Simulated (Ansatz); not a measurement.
## P and the effect of the share of exact exchange

Space group Cmce (No. 64). a = 3.295 Å, b = 10.930 Å, c = 4.544 Å, α = 90.00°, β = 90.00°, γ = 90.00°
```csv
atom,site,symmetry,x,y,z
P,8f,m..,0.5000,0.5959,0.5888
```

Kept alike: task single point; k mesh 5 × 5 × 4; occupations fermi-dirac, width 0.05 eV; no spin polarisation. Program: Ansatz, Ansatz PAW, cutoff 420 eV. The mesh is that of the run's cell of 4 atoms. No spin-orbit coupling.

| share of exact exchange, α | pressure (GPa) |
| --- | --- |
| 0 | 2.11 |
| 0.1 | 1.23 |
| 0.15 | 0.79 |
| 0.25 | -0.07 |
| 0.35 | -0.91 |
| 0.5 | -2.15 |

Pressure is positive in compression, with a Pulay correction for the finite cutoff. The exact exchange is short-ranged, of HSE form. All rows use potentials made for PBE. The mesh is thin for exact exchange.

The pressure falls from 2.11 to -2.15 GPa between 0 and 0.5. Exact exchange shortens the bonds here, so the pressure at fixed cell falls.
